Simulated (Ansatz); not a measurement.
## Barrier of one jump, O in C

These are results of DFT PBE, scalar-relativistic, plane waves, PAW in Ansatz, not measurements. (420 eV cutoff, 4×4×3 k-mesh, Gaussian smearing of 0.10 eV, no spin polarisation)

In a supercell of 28 host sites, interstitial O hops to an equivalent place, moving 1.09 Å between the relaxed ends. Climbing-image nudged elastic band at fixed cell with images 0 (start) to 4 (end), the path measured over all atoms, converged to 0.05 eV/Å; the order of the saddle wasn't checked, and the small cell leaves errors of about a tenth of an eV.

Start:

```xyz
29
Lattice="6.1663 2.1361 0.0000 -1.2333 -6.4082 0.0000 0.0000 0.0000 -8.4654" Properties=species:S:1:pos:R:3 pbc="T T T"
C     0.0322   -4.3233   -6.6264
C     2.4733   -4.3667   -6.6553
C     1.2526   -2.2164   -6.7100
C     0.0059   -0.1203   -6.3886
C     3.6790   -2.1994   -6.6449
C     2.4629   -0.0857   -6.6778
C     4.9311   -0.0837   -6.6859
C     0.0101   -4.2189   -2.0738
C     2.4770   -4.2181   -2.0733
C     1.2432   -2.0822   -2.0761
C     0.0100    0.0539   -2.0618
C     3.7099   -2.0827   -2.0739
C     2.4762    0.0539   -2.0739
C     4.9431    0.0538   -2.0765
C     0.0140   -2.9325   -6.6858
C     2.4821   -2.9305   -6.6776
C     1.2663   -0.8167   -6.6447
C     4.9394   -2.8957   -6.3901
C     3.6926   -0.7998   -6.7100
C     1.2386   -5.0578   -6.6550
C     4.9131    1.3072   -6.6263
C     1.2433   -3.5064   -2.0768
C     3.7101   -3.5065   -2.0667
C     2.4766   -1.3703   -2.0761
C     0.0098   -5.6426   -2.0666
C     4.9432   -1.3706   -2.0767
C     3.7097    0.7659   -2.0759
C     0.0100   -1.3697   -2.0709
O     4.9392   -3.6423   -5.1323
```

Atom 29 jumps to (4.385, -4.582, -5.132) Å.

Task: Give the energy along the band and the structure at its top.

Result:
| image | path (Å) | E − E(0) (eV) | O x (Å) | O y (Å) | O z (Å) | force on O (eV/Å) |
| --- | --- | --- | --- | --- | --- | --- |
| 0 | 0.00 | 0.000 | 4.939 | -3.642 | -5.132 | 0.01 |
| 1 | 0.41 | 0.443 | 4.939 | -3.904 | -5.033 | 1.18 |
| 2 | 0.83 | 0.666 | 4.904 | -4.258 | -4.936 | 0.02 |
| 3 | 1.26 | 0.422 | 4.600 | -4.466 | -5.040 | 1.25 |
| 4 | 1.69 | 0.000 | 4.385 | -4.582 | -5.132 | 0.01 |

Barrier 0.67 eV. Image 2:
```xyz
29
Lattice="6.1663 2.1361 0.0000 -1.2333 -6.4082 0.0000 0.0000 0.0000 -8.4654" Properties=species:S:1:pos:R:3 pbc="T T T"
C     0.0152   -4.2676   -6.6947
C     2.4737   -4.2997   -6.6943
C     1.2726   -2.1521   -6.6973
C     0.0208   -0.0138   -6.3428
C     3.7237   -2.1456   -6.7052
C     2.4876   -0.0210   -6.7042
C     4.9478   -0.0130   -6.7024
C    -0.0210   -4.2493   -2.0487
C     2.4464   -4.2482   -2.0485
C     1.2117   -2.1120   -2.0484
C    -0.0209    0.0236   -2.0320
C     3.6789   -2.1130   -2.0490
C     2.4453    0.0239   -2.0491
C     4.9126    0.0238   -2.0491
C     0.0228   -2.8605   -6.7004
C     2.4866   -2.8640   -6.7039
C     1.2843   -0.7367   -6.6605
C     4.9498   -2.8317   -6.6584
C     3.7205   -0.7271   -6.7217
C     1.2528   -4.9952   -6.6996
C     4.9304    1.3899   -6.6577
C     1.2124   -3.5365   -2.0514
C     3.6795   -3.5369   -2.0405
C     2.4456   -1.4005   -2.0508
C    -0.0215   -5.6730   -2.0407
C     4.9123   -1.4005   -2.0509
C     3.6789    0.7357   -2.0509
C    -0.0209   -1.3997   -2.0406
O     4.9039   -4.2580   -4.9359
```

Cost: 1 run of about 18 core-minutes, on Intel Xeon Platinum 8488C (Sapphire Rapids) (shared hosts).